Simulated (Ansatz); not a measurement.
# InP (Fm-3m) in Ansatz: convergence with k mesh

Aim: find how far k mesh must go before the results for InP settle, at HSE06. This setting moves, with any that are tied to it; all else stays.

Program: Ansatz 0.2.0. These are calculated values, not measurements. Logs are shortened: lines on timing, memory, paths and dates and some standing lists are left out, and cuts for length are marked.

**1. The structure**

The structure is cubic, space group Fm-3m (No. 225). Conventional cell: a = 5.538 Å, b = 5.538 Å, c = 5.538 Å, α = 90.00°, β = 90.00°, γ = 90.00°. In (site symmetry m-3m) has 6 P at 2.77 Å as nearest neighbours. P (site symmetry m-3m) has 6 In at 2.77 Å as nearest neighbours.

Measurements of this composition are mostly on another form, of space group No. 216.

**2. With k mesh 3 × 3 × 3**

input.yaml

```yaml
crystal:
  lattice:
    - [0.0, 2.768834, 2.768834]
    - [2.768834, 0.0, 2.768834]
    - [2.768834, 2.768834, 0.0]
  atoms:
    - { symbol: In, position: [0.0, 0.0, 0.0] }
    - { symbol: P, position: [0.5, 0.5, 0.5] }
hamiltonian:
  xc: hse06
  pseudopotentials: { kind: paw }
kpoints:
  mp_grid: { grid: [3, 3, 3] }
scf:
  occupations: { method: fermi_dirac, width: 0.05 }
output:
  forces: true
  stress: true
  eigenvalues: true
```

Potentials or basis: Ansatz PAW.

Started as:

```
> ansatz run input.yaml --threads 2 --pin off --max-ram 5632MiB --backend cpu --events-out ev --progress --plain --runs-dir out
```

Run time: 3.3 s. Hardware: 2 threads of Arm Neoverse V2, shared host; peak memory 0.41 GiB.

What came out:

```yaml
Free_energy: -6357.2120 eV
Pressure: -0.2 GPa
Band_gap_on_the_k_mesh: none (metal or under the smearing width)
```

**3. With k mesh 4 × 4 × 4**

input.yaml: that of step 2 with these lines changed.

```diff
@@ -12,3 +12,3 @@
 kpoints:
-  mp_grid: { grid: [3, 3, 3] }
+  mp_grid: { grid: [4, 4, 4] }
 scf:
```

Potentials or basis: Ansatz PAW.

Started as:

```
> ansatz run input.yaml --threads 2 --pin off --max-ram 5632MiB --backend cpu --events-out ev --progress --plain --runs-dir out
```

Wall time 6.3 s (2 threads of Arm Neoverse V2, shared host); peak memory 0.6 GiB.

Results:

```yaml
Free_energy: -6357.6570 eV
Pressure: -2.4 GPa
Band_gap_on_the_k_mesh: none (metal or under the smearing width)
```

**4. With k mesh 5 × 5 × 5**

input.yaml: that of step 3 with these lines changed.

```diff
@@ -12,3 +12,3 @@
 kpoints:
-  mp_grid: { grid: [4, 4, 4] }
+  mp_grid: { grid: [5, 5, 5] }
 scf:
```

Started as:

```
> ansatz run input.yaml --threads 2 --pin off --max-ram 5632MiB --backend cpu --events-out ev --progress --plain --runs-dir out
```

Run time: 10 s. Hardware: 2 threads of Arm Neoverse V2, shared host; peak memory 0.82 GiB.

Results:

```
Free energy            : -6357.8339 eV
Pressure               : -2.1 GPa
Band gap on the k mesh : none (metal or under the smearing width)
```

**5. With k mesh 6 × 6 × 6**

input.yaml: that of step 4 with these lines changed.

```diff
@@ -12,3 +12,3 @@
 kpoints:
-  mp_grid: { grid: [5, 5, 5] }
+  mp_grid: { grid: [6, 6, 6] }
 scf:
```

Started as:

```
> ansatz run input.yaml --threads 2 --pin off --max-ram 5632MiB --backend cpu --events-out ev --progress --plain --runs-dir out
```

It took 15 s on 2 threads of Arm Neoverse V2, shared host; peak memory 1.2 GiB.

Results:

```yaml
Free_energy: -6357.8519 eV
Pressure: -2.1 GPa
Band_gap_on_the_k_mesh: none (metal or under the smearing width)
```

**6. With k mesh 8 × 8 × 8**

input.yaml: that of step 5 with these lines changed.

```diff
@@ -12,3 +12,3 @@
 kpoints:
-  mp_grid: { grid: [6, 6, 6] }
+  mp_grid: { grid: [8, 8, 8] }
 scf:
```

Potentials or basis: Ansatz PAW.

Started as:

```
> ansatz run input.yaml --threads 2 --pin off --max-ram 5632MiB --backend cpu --events-out ev --progress --plain --runs-dir out
```

Run time: 40 s. Hardware: 2 threads of Arm Neoverse V2, shared host; peak memory 2.7 GiB.

Results (log left out):

* Free energy: -6357.8743 eV
* Pressure: -2.7 GPa
* Band gap on the k mesh: none (metal or under the smearing width)

**7. With k mesh 9 × 9 × 9**

input.yaml: that of step 6 with these lines changed.

```diff
@@ -12,3 +12,3 @@
 kpoints:
-  mp_grid: { grid: [8, 8, 8] }
+  mp_grid: { grid: [9, 9, 9] }
 scf:
```

Started as:

```
> ansatz run input.yaml --threads 2 --pin off --max-ram 5632MiB --backend cpu --events-out ev --progress --plain --runs-dir out
```

Wall time 56 s (2 threads of Arm Neoverse V2, shared host); peak memory 3.4 GiB.

The run converged. Its results:

```
Free energy            : -6357.8734 eV
Pressure               : -2.5 GPa
Band gap on the k mesh : none (metal or under the smearing width)
```

**8. With k mesh 11 × 11 × 11**

input.yaml: that of step 7 with these lines changed.

```diff
@@ -12,3 +12,3 @@
 kpoints:
-  mp_grid: { grid: [9, 9, 9] }
+  mp_grid: { grid: [11, 11, 11] }
 scf:
```

Potentials or basis: Ansatz PAW.

Started as:

```
> ansatz run input.yaml --threads 2 --pin off --max-ram 5632MiB --backend cpu --events-out ev --progress --plain --runs-dir out
```

The log of the run:

```text
Warning: output.stress: scf.convergence.dr2_threshold = 1e-7 eV (the SCF's general default) is looser than the 2e-10 eV advised for a printed stress (1e-10 eV for each atom of the cell: 2). What an SCF threshold leaves in a stress goes as its square root, and in the free energy as the threshold itself, and one threshold admits the most on a small cell: of the crystals measured, under no hybrid functional and no lock of the moments, on runs that ended without the residual-converged pass, on stresses that held no estimate of that error, the worst erred by over 100 MPa in a component at 1e-7 eV an atom and by under 5 at 1e-10. Set scf.convergence.dr2_threshold to 2e-10 eV or tighter. The threshold is an SCF's pass mark: one that does not reach it within its budget of iterations ends unconverged, or closes short of it on a stop that the run arms, and scf.convergence.dr2_threshold's page says what that costs each kind of run
Warning: output.stress: scf.exx.energy_threshold = 1e-6 eV is looser than the 2e-8 eV advised for a stress under a hybrid functional (1e-8 eV for each atom of the cell: 2). Every SCF of the exchange loop can meet its threshold on dr2 while the loop round them stops early: no threshold on dr2 bounds what that leaves in the stress. Set scf.exx.energy_threshold to 2e-8 eV or tighter. The threshold is the loop's pass mark: a loop that does not reach it within its budget of cycles ends unconverged, and scf.exx.energy_threshold's page has the law
Warning: RAYON_NUM_THREADS=2 ignored (pool sized by the plan → 2); use --threads N
Engine: ansatz 0.2.0, aarch64-unknown-linux-gnu
Pseudopotentials: kind: paw
Pseudopotential: In, paw, valence charge 13, recommended cutoff 420 eV (normal), In.paw.azcp
Pseudopotential: P, paw, valence charge 5, recommended cutoff 420 eV (normal), P.paw.azcp
Functional definition: HSE06
  parameter a = 0.25
  parameter omega = 0.11/bohr
  exchange = pbe_x - a*pbe_x_sr(omega) + a*exact_x_sr(omega)
  correlation = pbe_c
Crystal: 2 atoms, lattice volume = 42.454 Å³
Basis set: ecut = 420 eV, 869 PW (Γ), exchange–correlation on 54×54×54 points (8 copies of the dense FFT grid, shifted against one another)
Bands: 13, of which v1, the nominal top of the filled ones, is band 9 counted from 1 (8 counted from 0)
Symmetry: 48 space group operations
Space group: Fm-3m (ITA 225), of the structure as read, at distance tolerance 3.5e-5 Å
k-points: 56 of 1331
Non-local potential: In, projectors of the file, l = 0: 2, l = 1: 2, l = 2: 2, l = 3: 2
Non-local potential: P, projectors of the file, l = 0: 2, l = 1: 2, l = 2: 2
PAW form: soft (Blöchl's): semilocal exchange-correlation on the pseudo side does not see the compensation charge
PAW frozen core: In, regenerated for the run's functional, and the local potential with it (the file was generated under x = pbe(κ = 0.804, μ = 0.2195149727645171), c = pbe(β = 0.06672455060314922))
PAW frozen core: P, regenerated for the run's functional, and the local potential with it (the file was generated under x = pbe(κ = 0.804, μ = 0.2195149727645171), c = pbe(β = 0.06672455060314922))
PAW one-centre angular grid: In, 590 points (default); XC on 64 Gauss nodes
PAW one-centre angular grid: P, 110 points (default); XC on 64 Gauss nodes
[... 47 lines left out ...]
Harris-Foulkes:  -6357.867074 eV  (|F-HF|=6.11e-10)
Internal energy: -6357.860160 eV  (E = F + TS)
E sigma→0 (E₀):  -6357.863617 eV
Entropy (-TS):   -0.006914 eV (-3.457 meV/atom)
Fermi energy:    9.002759 eV
--- Per-component energies (eV) ---
  E_band       = -42.248945
  E_kinetic    = 311.597765
  E_local      = -1194.806594  (includes V_loc(G=0)·N_el)
  E_nonlocal   = 401.513188
  E_hartree    = 470.532508
  E_xc         = -220.304870
  E_vxc        = -127.802778  (∫ρ·V_xc dr)
  E_exx        = -40.101273  (= α·E_x^exact, valence–valence)
  E_paw        = -4746.100337  (= ΣΔE_a)
  E_vpaw       = -293.614061  (= ΣTr[D̂ρ^β])
  E_aug_tail   = 0.000030  (compensation charges beyond the density's cutoff)
  E_ewald      = -1340.626153
  E_core_change = 0.435577  (= ΣΔE_core)
  E_smearing   = -0.006914  (= −TS)
  E_closure    = 0.000001  (closes the sum)
  Σ components = -6357.867074   (vs F -6357.867074, Δ=9.09e-13)
--- Forces (eV/Å), atoms counted from 1 ---
  atom   1  In     0.00000000    -0.00000000     0.00000000
  atom   2  P      0.00000000    -0.00000000     0.00000000
  max |Σ_I F_I| component: 5.23e-30 eV/Å
--- Stress (GPa, compression-positive) ---
       -2.556966      -0.000000      -0.000000
       -0.000000      -2.556966      -0.000000
        0.000000       0.000000      -2.556966
  P = ⅓ Tr σ = -2.5570 GPa (-25.570 kbar)
--- Band table (eV; the first three rows and the last of 56) ---
  k-point 0: bands = ["-7.2652", "-7.2652", "-7.2325", "-7.2325", "-7.2325", "-4.5002", "8.5961", "8.5961", "8.5961", "10.0376", "16.7402", "16.7402", "16.7402"]
  k-point 1: bands = ["-7.2692", "-7.2692", "-7.2327", "-7.2275", "-7.2275", "-4.3864", "7.4444", "8.6155", "8.6155", "11.0038", "16.1142", "16.6463", "16.6463"]
  k-point 2: bands = ["-7.2823", "-7.2823", "-7.2339", "-7.2117", "-7.2117", "-4.0503", "5.7549", "8.6783", "8.6783", "12.0156", "15.4298", "15.5767", "15.5767"]
  k-point 55: bands = ["-7.4866", "-7.2744", "-7.2185", "-7.1970", "-7.1251", "-1.0247", "3.5262", "4.4189", "5.2443", "11.6221", "14.3430", "16.1851", "16.8866"]
```

It took 2.1 min on 2 threads of Arm Neoverse V2, shared host; peak memory 4.6 GiB.

Results:

```yaml
Free_energy: -6357.8671 eV
Pressure: -2.6 GPa
Band_gap_on_the_k_mesh: none (metal or under the smearing width)
```

**9. With k mesh 14 × 14 × 14**

input.yaml: that of step 8 with these lines changed.

```diff
@@ -12,3 +12,3 @@
 kpoints:
-  mp_grid: { grid: [11, 11, 11] }
+  mp_grid: { grid: [14, 14, 14] }
 scf:
```

Potentials or basis: Ansatz PAW.

Started as:

```
> ansatz run input.yaml --threads 2 --pin off --max-ram 5632MiB --backend cpu --events-out ev --progress --plain --runs-dir out
```

Wall time 11 min (2 threads of Arm Neoverse V2, shared host).

The run was cut off at its time limit.

**10. The series at a glance**

```
      k mesh  energy less the tightest run, at zero smearing (meV/atom)  pressure (GPa)  SCF cycles  CPU time (s)  peak memory (GiB)
   3 × 3 × 3                                                     335.66           -0.20          15           5.6               0.41
   4 × 4 × 4                                                     105.48           -2.44          16            11                0.6
   5 × 5 × 5                                                      17.77           -2.13          16            18               0.82
   6 × 6 × 6                                                       9.44           -2.06          17            27                1.2
   8 × 8 × 8                                                      -4.02           -2.73          18            71                2.7
   9 × 9 × 9                                                      -2.74           -2.54          19            97                3.4
11 × 11 × 11                                                       0.00           -2.56          19           210                4.6
14 × 14 × 14                                      timed out after 650 s               -           -             -                  -
```

Against the tightest run, the pressure stays within 0.1 GPa from 9 × 9 × 9 on. Not settled before the last step: the energy (to 1 meV/atom). Meshes of other sizes hit other points, so gaps and Fermi surfaces needn't settle smoothly. The tightest run that finished is the yardstick and may itself not be fully converged.

Caveats: the PAW data sets come from PBE, with cores solved anew for the run's functional, which leaves a small shift of forces and pressure; the thresholds are loose for stress.
